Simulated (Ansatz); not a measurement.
# BAs: the cost of one run

Computed with Ansatz 0.2.0 (DFT r2SCAN, scalar-relativistic, plane waves, PAW, unless a step's input says otherwise).

2 further runs of the same task are left out: 2 set aside as unsound or not needed. Runs told in other sessions of the task aren't counted.

## Step 1: The structure to begin with

The structure is cubic, space group F-43m (No. 216). Conventional cell: a = 4.784 Å, b = 4.784 Å, c = 4.784 Å, α = 90.00°, β = 90.00°, γ = 90.00°. Around B (site symmetry -43m) lie 4 As at 2.07 Å. As (site symmetry -43m) is surrounded by 4 B at 2.07 Å.

As a file:

```cif
data_structure
_symmetry_space_group_name_H-M 'F-43m'
_symmetry_Int_Tables_number 216
_cell_length_a 4.7838
_cell_length_b 4.7838
_cell_length_c 4.7838
_cell_angle_alpha 90.000
_cell_angle_beta 90.000
_cell_angle_gamma 90.000
_cell_volume 109.48
loop_
_atom_site_label
_atom_site_type_symbol
_atom_site_symmetry_multiplicity
_atom_site_Wyckoff_symbol
_atom_site_fract_x
_atom_site_fract_y
_atom_site_fract_z
_atom_site_occupancy
B1 B 4 a 0.00000 0.00000 0.00000 1
As1 As 4 c 0.25000 0.25000 0.25000 1
```

It is built from the cell relaxed beforehand with the same method (13.68 Å³/atom).

## Step 2: Zero of the scan

input.yaml

```yaml
crystal:
  lattice:
    - [4.7838343938, 0.0, 0.0]
    - [0.0, 2.3919171969, -2.3919171969]
    - [0.0, 7.1757515908, 7.1757515908]
  atoms:
    - { symbol: B, position: [0.0, 0.0, 0.3333333333] }
    - { symbol: B, position: [0.5, 0.5, 0.5] }
    - { symbol: B, position: [0.0, 0.0, 0.6666666667] }
    - { symbol: B, position: [0.5, 0.5, 0.8333333333] }
    - { symbol: B, position: [0.0, 0.0, 1.0] }
    - { symbol: B, position: [0.5, 0.5, 0.1666666667] }
    - { symbol: As, position: [0.75, 0.0, 0.5] }
    - { symbol: As, position: [0.25, 0.5, 0.6666666667] }
    - { symbol: As, position: [0.75, 0.0, 0.8333333333] }
    - { symbol: As, position: [0.25, 0.5, 1.0] }
    - { symbol: As, position: [0.75, 0.0, 0.1666666667] }
    - { symbol: As, position: [0.25, 0.5, 0.3333333333] }
basis:
  ecutwfc: 500
kpoints:
  mp_grid: { grid: [6, 8, 3] }
hamiltonian:
  xc: r2scan
scf:
  occupations: { method: gaussian, width: 0.05 }
output:
  forces: true
  stress: true
  eigenvalues: true
  write_density: true
  write_potential: true
  elf: true
  volumetric_format: npy
```

Run with:

```console
> ansatz run input.yaml --threads 2 --pin off --max-ram 5120MiB --backend cpu --events-out ev --progress --plain --runs-dir out
```

**Question.** How long does this run take on 2 threads of Arm Neoverse V1, shared host, and how much memory does it need?

About 59 s, with a peak of 0.84 GiB.
